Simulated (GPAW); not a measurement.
Runs of GPAW 26.7.0 on TaN. Symmetry: Fm-3m, No. 225, cubic system. Conventional cell: a = 4.423 Å, b = 4.423 Å, c = 4.423 Å, α = 90.00°, β = 90.00°, γ = 90.00°. Ta (site symmetry m-3m) has 6 N at 2.21 Å as nearest neighbours. Around N (site symmetry m-3m) lie 6 Ta at 2.21 Å. The cell comes from a database or a generator and needn't be the stable form of this composition.

```csv
task,level,potentials or basis,spin,cell,k mesh,smearing,eigensolver,optimizer,fmax,max steps,target pressure,gap on the mesh (eV),pressure (GPa)
relaxation of cell and atoms,BLYP+D3(BJ),"PAW data sets generated in the run's folder for this functional, pw",off,relaxed to 10 GPa,10 × 10 × 10,fermi-dirac 0.05 eV,davidson,FIRE,0.02 eV/Å,100,10 GPa,none,9.9
band structure,PBEint,"PAW data sets generated in the run's folder for this functional, pw","SOC, no magnetisation",as given,8 × 8 × 8,fermi-dirac 0.05 eV,-,-,-,-,-,-,-8.1
single point,LDA,"the program's PAW data sets (release 1.2.1) made for this functional, pw",off,as given,10 × 10 × 10,gaussian 0.05 eV,-,-,-,-,-,none,(a)
single point,RPBE,"the program's PAW data sets (release 1.2.1) made for this functional, pw",off,as given,10 × 10 × 10,gaussian 0.02 eV,-,-,-,-,-,none,4.0
single point,RPBE,"the program's PAW data sets (release 1.2.1) made for this functional, pw",off,the cell as VASP's run set it,10 × 10 × 10,gaussian 0.02 eV,-,-,-,-,-,none,4.0
relaxation of cell and atoms,BLYP+D4,"PAW data sets generated in the run's folder for this functional, pw",off,relaxed,10 × 10 × 10,fermi-dirac 0.05 eV,davidson,BFGS,0.02 eV/Å,60,-,none,0.0
```

Alike in all rows: cutoff (eV) 800.

**Question.** Estimate the missing entries.

**Answer.** (a) -19.0.

Caveats: later steps reuse the first step's grids (some runs); pairwise dispersion overbinds metals, which lowers pressure and volume (some runs); spin-orbit coupling was added after a scalar SCF, so levels and gaps hold it while energy, forces, pressure and moments don't (some runs); this program's spin-orbit splittings come out too wide for heavy elements (some runs); so large a pressure means that the cell lies far from this level's equilibrium, or that cutoff or potentials fall short (some runs).

A k mesh can miss the band edges, and rows without SOC leave out spin-orbit coupling on Ta.

A gap of «none» marks a metal or a gap under the smearing width.

Runs at the PBE level aren't shown here.
